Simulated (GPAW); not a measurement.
# Rh (P6_3/mmc) in GPAW: band structure with PBEsol

Aim: the band structure of Rh with PBEsol.

Everything below comes from runs of GPAW 26.7.0. Logs are shortened: lines on timing, memory, paths and dates and some standing lists are left out, and cuts for length are marked. The log counts tension as positive stress, the text compression.

### Step 1. The structure

The structure is hexagonal, space group P6_3/mmc (No. 194). Conventional cell: a = 2.731 Å, b = 2.731 Å, c = 4.428 Å, α = 90.00°, β = 90.00°, γ = 120.00°. Rh (site symmetry -6m2) is surrounded by 12 Rh at 2.72 to 2.73 Å.

This isn't the form of Rh at room conditions, which is fcc.

### Step 2. Band structure, PBEsol

File run.py:

```python
from ase import Atoms
from ase.dft.bandgap import bandgap
from ase.io import write
from ase.units import GPa
from gpaw import GPAW, PW, setup_paths

setup_paths.insert(0, '.')

atoms = Atoms(['Rh', 'Rh'],
              cell=[[2.7309790422, 0.0, 0.0],
                    [-1.3654895211, 2.3650972278, 0.0],
                    [0.0, 0.0, 4.428489]],
              scaled_positions=[[0.3333333333, 0.6666666667, 0.25],
                                [0.6666666667, 0.3333333333, 0.75]],
              pbc=True)

calc = GPAW(mode=PW(600),
            xc='PBEsol',
            kpts={'size': (9, 9, 5), 'gamma': True},
            occupations={'name': 'fermi-dirac', 'width': 0.05},
            nbands=28,
            convergence={'density': 1e-05, 'energy': 1e-05},
            maxiter=150,
            txt='gpaw.txt')
atoms.calc = calc
energy = atoms.get_potential_energy()
forces = atoms.get_forces()
stress = atoms.get_stress()
calc.write('gs.gpw')
write('result.traj', atoms)
print(f'Energy: {energy:.6f} eV')
print('Forces (eV/A):')
print(forces.round(4))
print('Stress (GPa):', (stress / GPa).round(3))
print('Fermi level:', round(calc.get_fermi_level(), 4), 'eV')
print(f'Gap: {bandgap(calc)[0]:.4f} eV, direct: {bandgap(calc, direct=True)[0]:.4f} eV')

path = atoms.cell.bandpath('GMKGALHA,LM,KH', npoints=80, eps=1e-4)
bs_calc = calc.fixed_density(kpts=path, symmetry='off', nbands=39,
                             convergence={'bands': 'CBM+6.0', 'eigenstates': 1e-6}, txt='bands.txt')
bs = bs_calc.band_structure()
bs.write('bs.json')
print(f'Gap on the path: {bandgap(bs_calc)[0]:.4f} eV')
```

Potentials or basis: PAW data sets generated in the run's folder for this functional, pw.

Launch:

```console
$ gpaw-setup -f PBEsol Rh
$ OMP_NUM_THREADS=1 python run.py
```

gpaw.txt:

```text
__  _  _
 | _ |_)|_||  |
 |__||  | ||/\| - 26.7.0

Input parameters:
  mode=PW(ecut=600.0),
  convergence={'density': 1e-05, 'energy': 1e-05},
  kpts=MonkhorstPack(size=(9, 9, 5), gamma=True),
  maxiter=150,
  nbands=28,
  occupations=Occupations(name='fermi-dirac', width=0.05),
  xc=XC(name='PBEsol')

Diagonalizing LCAO Hamiltonian
Converting LCAO to pw mode

          Rh

        Rh

Atoms  # Å, Bohr magnetons
|   | symbol |         x |        y |        z |    initial magnetic moments |
|---|--------|-----------|----------|----------|-----------------------------|
| 0 |     Rh | -0.000000 | 1.576731 | 1.107122 | ( 0.0000,  0.0000,  0.0000) |
| 1 |     Rh |  1.365490 | 0.788366 | 3.321367 | ( 0.0000,  0.0000,  0.0000) |

Unit cell  # Å
| periodic |         x |        y |        z |  lengths |     angles |
|----------|-----------|----------|----------|----------|------------|
|      yes |  2.730979 | 0.000000 | 0.000000 | 2.730979 |  90.000000 |
|      yes | -1.365490 | 2.365097 | 0.000000 | 2.730979 |  90.000000 |
|      yes |  0.000000 | 0.000000 | 4.428489 | 4.428489 | 120.000000 |

Number of symmetries: 12
Symmetry operations  # r_c * U_cc + t_c -> r_c
|    | kind |            matrix            |
|----|------|------------------------------|
|  0 |  σ   |  1, 1, 0,  0,-1, 0,  0, 0, 1 |
|  1 |  S6  |  1, 1, 0, -1, 0, 0,  0, 0,-1 |
|  2 |  E   |  1, 0, 0,  0, 1, 0,  0, 0, 1 |
|  3 |  C2  |  1, 0, 0, -1,-1, 0,  0, 0,-1 |
|  4 |  C2  |  0, 1, 0,  1, 0, 0,  0, 0,-1 |
|  5 |  C3  |  0, 1, 0, -1,-1, 0,  0, 0, 1 |
|  6 |  S6  |  0,-1, 0,  1, 1, 0,  0, 0,-1 |
|  7 |  σ   |  0,-1, 0, -1, 0, 0,  0, 0, 1 |
|  8 |  σ   | -1, 0, 0,  1, 1, 0,  0, 0, 1 |
|  9 |  i   | -1, 0, 0,  0,-1, 0,  0, 0,-1 |
| 10 |  C3  | -1,-1, 0,  1, 0, 0,  0, 0, 1 |
| 11 |  C2  | -1,-1, 0,  0, 1, 0,  0, 0,-1 |

BZ-sampling:
  Number of BZ points: 405
  Number of IBZ points: 50

  Monkhorst-Pack size: [9, 9, 5]
  Monkhorst-Pack shift: [0, 0, 0]

K-points  # in reciprocal-cell coordinates
|     |                                coordinates |     weight |
|-----|--------------------------------------------|------------|
|   0 | (  0.00000000,   0.00000000,   0.00000000) | 0.00246914 |
|   1 | (  0.00000000,   0.00000000,   0.20000000) | 0.00493827 |
|   2 | (  0.00000000,   0.00000000,   0.40000000) | 0.00493827 |
|   3 | (  0.11111111,   0.00000000,  -0.40000000) | 0.01481481 |
|   4 | (  0.11111111,   0.00000000,  -0.20000000) | 0.01481481 |
|   5 | (  0.11111111,   0.00000000,   0.00000000) | 0.01481481 |
|   6 | (  0.11111111,   0.00000000,   0.20000000) | 0.01481481 |
|   7 | (  0.11111111,   0.00000000,   0.40000000) | 0.01481481 |
|   8 | (  0.22222222,  -0.11111111,   0.00000000) | 0.01481481 |
|   9 | (  0.22222222,  -0.11111111,   0.20000000) | 0.02962963 |
| ... |                                            |            |
|  49 | (  0.44444444,   0.44444444,   0.40000000) | 0.02962963 |

Plane wave coefficients: 989
Cutoff: 600.0 eV

Spin-components: 1 (collinear spins)
Bands:           28
Projectors:      12
Spin-degeneracy: 2
Datatype:        complex128

Parallelization:
  kpt:    1
  domain: 1
  band:   1

Density:
  Valence electrons: 30.0
  Components: 1
  Grid points: [16 16 27]
  Charge: 0.0  # |e|

Potential:
  Grid points: [16 16 27]

species:
  Rh:
    name:    Rhodium
    Z:       45.0
    valence: 15
    core:    30
    charge:  0.0  # [|e|]
    compensation charges:
      type: gauss
      rc: 0.38  # [Å]
      lmax: 2
    cutoffs:
      filter: 2.48  # [Å]
      core: 2.35  # [Å]
    projectors
    | kind |    occ | energy [eV] | rcut [Å] |
    |------|--------|-------------|----------|
    |   5s |  1.000 |      -4.322 |    1.270 |
    |   4p |  6.000 |     -50.387 |    1.381 |
    |   5p |  0.000 |      -0.797 |    1.381 |
    |   4d |  8.000 |      -5.955 |    1.244 |
    |    s |        |      22.889 |    1.270 |
    |    d |        |      21.257 |    1.244 |

    Using partial waves for Rh as LCAO basis

Reference energy: -260139.322892  # eV

eigensolver:
  PPCG
  Converge bands: occupied
  niter=2

density mixing:
  MSR1-Mixer
  Pratt-step length: 0.05
  Maximum mixing coefficient: 0.75
  Old densities: 10
  SVD Regularization: 0.005
  Good broyden scale: 1.0
  Trust region scale: 1.0
  Backstep threshold: 4.0
  History deletion threshold: 6.0
  Fourier metric: weight=20.0, sigma=0.015

occupation numbers:
  Fermi-Dirac:
    width: 0.0500  # eV

poisson solver:
  ecut: 4800.0  # eV

xc functional:
  name: PBEsol with 2 nearest neighbor stencil

convergence criteria:
- Maximum integral of absolute [dens]ity change: 1e-05 electrons / valence electron
- Maximum [total energy] change in last 3 cyles: 1e-05 eV / valence electron
- Maximum integral of absolute [eigenst]ate change: 4e-08 eV^2 / valence electron
maximum number of iterations: 150

SCF iterations
|iter     | |      energy | eigst |  dens |
|---------|-|-------------|-------|-------|
|iter:   1| |  -17.465506 | +0.13 |       |
|iter:   2| |  -17.176378 | -2.54 | -1.08 |
|iter:   3| |  -16.213103 | -1.77 | -1.14 |
|iter:   4| |  -16.204711 | -3.42 | -2.18 |
|iter:   5| |  -16.202415 | -3.38 | -2.47 |
|iter:   6| |  -16.202440 | -6.07 | -3.61 |
|iter:   7| |  -16.202447c| -6.39 | -3.91 |
|iter:   8| |  -16.202448c| -7.76c| -4.50 |
|iter:   9| |  -16.202448c| -7.77c| -5.04c|

Converged in 9 steps
Energy contributions relative to reference atoms: (reference = -260139.322892)

Energy contributions:
  Kinetic:         -17.598993
  Coulomb:          11.174785
  Zero:             -0.135119
  External:          0.000000
  Xc:               -9.629979
  Entropy:          -0.026282
  Spinorbit:         0.000000
  ----------------------------
  Free energy:     -16.215589
  Extrapolated:    -16.202448

dipole moment: (0.000000, 0.000001, 0.000001)  # |e|*Ang

Fermi level: 11.043
Eigenvalues  # (at kpt = [0.000, 0.000, 0.000])
| band index |      eig [eV] | occ [0-2] |
|------------|---------------|-----------|
|          0 |       -35.924 |     2.000 |
|        ... |               |           |
|          7 |         5.177 |     2.000 |
|          8 |         8.115 |     2.000 |
|          9 |         8.218 |     2.000 |
|         10 |         8.218 |     2.000 |
|         11 |         8.706 |     2.000 |
|         12 |         8.706 |     2.000 |
[... 8 lines left out ...]
|         21 |        29.978 |     0.000 |
|         22 |        34.154 |     0.000 |
|        ... |               |           |
|         27 |        36.482 |     0.000 |

No gap
No difference between direct/indirect transitions

Forces  # eV/Ang
|       x |       y |        z |
|---------|---------|----------|
| 0.00000 | 0.00000 |  0.00064 |  # Rh   0
| 0.00000 | 0.00000 | -0.00064 |  # Rh   1

Stress tensor  # eV/Ang^3
|         x |         y |        z |
|-----------|-----------|----------|
|  0.071518 | -0.000000 | 0.000000 |
| -0.000000 |  0.071518 | 0.000000 |
|  0.000000 |  0.000000 | 0.073786 |

# Writing to gs.gpw (mode='')
```

Run time: 40 s. Hardware: 1 thread of Arm Neoverse V2, shared host; peak memory 0.24 GiB.

Results:

```
Free energy             : -16.2156 eV
Pressure                : -11.6 GPa
Band gap along the path : none (metal or under the smearing width)
```

Levels at the corners of the path, in eV from the Fermi level:
```csv
point,band 10,band 11,band 12,band 13,band 14,band 15,band 16,band 17,band 18
Γ,-2.82,-2.82,-2.34,-2.34,-1.76,-1.76,0.16,0.16,0.70
M,-3.06,-2.54,-2.10,-2.01,0.45,0.61,0.73,2.92,4.95
K,-3.72,-3.08,-3.08,-1.67,-0.07,-0.07,0.17,6.09,6.36
Γ,-2.82,-2.82,-2.34,-2.34,-1.76,-1.76,0.16,0.16,0.70
A,-3.04,-2.93,-2.93,-2.93,-2.93,-0.39,-0.39,-0.39,-0.39
L,-4.49,-1.54,-1.54,-0.27,-0.27,0.62,0.62,2.60,2.60
H,-4.02,-2.93,-2.93,-1.72,-1.72,0.22,0.22,7.28,7.28
A,-3.04,-2.93,-2.93,-2.93,-2.93,-0.39,-0.39,-0.39,-0.39
L,-4.49,-1.54,-1.54,-0.27,-0.27,0.62,0.62,2.60,2.60
M,-3.06,-2.54,-2.10,-2.01,0.45,0.61,0.73,2.92,4.95
K,-3.72,-3.08,-3.08,-1.67,-0.07,-0.07,0.17,6.09,6.36
H,-4.02,-2.93,-2.93,-1.72,-1.72,0.22,0.22,7.28,7.28
```
